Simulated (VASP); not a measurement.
Write the native input for VASP 6.6.1 that does the following.

| Quantity | Value |
| --- | --- |
| Task | relaxation of the atoms |
| Functional | LDA |
| Potentials or basis | VASP PAW LDA potentials, release 64 (Te, Pb_d) |
| Cutoff | 600 eV |
| k mesh | 8 × 8 × 8 |
| Occupations | gaussian, width 0.03 eV |
| Spin | no spin polarisation |
| Further INCAR settings | ALGO = Normal; EDIFF = 1e-07; IBRION = 2; EDIFFG = -0.01; NSW = 40 |

The structure of TePb lies in POSCAR:

```
TePb                                    
1.0
    0.0000000000      3.1276076926      3.1276076926
    3.1276076926      0.0000000000      3.1276076926
    3.1276076926      3.1276076926      0.0000000000
  Te              Pb            
     1     1
Direct
     0.5000000000000000    0.5000000000000000    0.5000000000000000
     0.0000000000000000    0.0000000000000000    0.0000000000000000
```

The cell isn't the ideal one: a relaxed cell with its volume scaled by 0.94.

The input as run:

INCAR

```
PREC     = Accurate       # precision mode
ENCUT    = 600            # plane-wave cutoff, eV
EDIFF    = 1E-7           # SCF threshold, eV
ISMEAR   = 0              # smearing method
SIGMA    = 0.03           # smearing width, eV
LREAL    = F              # projectors in reciprocal space
LASPH    = T              # aspherical terms in the spheres
NELM     = 80             # most SCF steps
ALGO     = Normal         # electronic algorithm
ISIF     = 2              # what is computed and relaxed
LWAVE    = F              # write WAVECAR
LCHARG   = F              # write CHGCAR
GGA      = CA             # functional
IBRION   = 2              # ionic algorithm
NSW      = 40             # ionic steps
EDIFFG   = -0.01          # ionic threshold
```

KPOINTS

```
regular mesh
0
Gamma
  8 8 8
```

Potentials or basis: VASP PAW LDA potentials, release 64 (Te, Pb_d).

The run is started by

```bash
$ cat potpaw_LDA.64/Te/POTCAR potpaw_LDA.64/Pb_d/POTCAR > POTCAR
$ mpirun -np 1 vasp_std > vasp.out
```

It gave:

```json
{
 "Pressure after relaxing": "3.5 GPa",
 "Band gap on the k mesh": "0.41 eV, direct"
}
```

Caveat: the relaxation stopped at its first step, so nothing moved; spin-orbit coupling is left out, which as a rule narrows the gap of such compounds by several tenths of an eV.

Wall time 18 s on 1 thread of AMD EPYC 9R45 (Zen 5), with other jobs on the host, peak memory 0.15 GiB.
